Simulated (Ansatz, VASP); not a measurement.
## Si in VASP and in Ansatz

```
CELL_PARAMETERS angstrom
0.00000 2.70073 2.70073
2.70073 0.00000 2.70073
2.70073 2.70073 0.00000
ATOMIC_POSITIONS crystal
Si 0.00000 0.00000 0.00000
Si 0.25000 0.25000 0.25000
```

The cell was built by a generator and needn't be a form met in nature.

Alike in both runs: functional LDA; k mesh 10 × 10 × 10; occupations gaussian, width 0.02 eV; no spin polarisation.

Ansatz relaxed the structure, and its values are those at the end. VASP's run is a single point on that final structure, the one shown.

|  | VASP | Ansatz |
| --- | --- | --- |
| version | VASP 6.6.1 | Ansatz 0.2.0 |
| potentials or method | VASP PAW LDA potentials, release 64 (Si) | scalar-relativistic, plane waves, PAW |
| plane-wave cutoff (eV) | 520 | 420 |
| valence electrons in the cell | 8 | 8 |

```tsv
	VASP	Ansatz	Ansatz less VASP
gap on the k mesh at the Fermi level (eV)	0.45	0.45	+0.003
least direct gap on the mesh (eV)	2.53	2.53	+0.001
pressure (GPa)	0.1	0.0	-0.06
```

Ansatz warned: «pseudo_functional_mismatch».

A k mesh can miss the band edges. As with any semilocal functional, this LDA gap is likely too small.
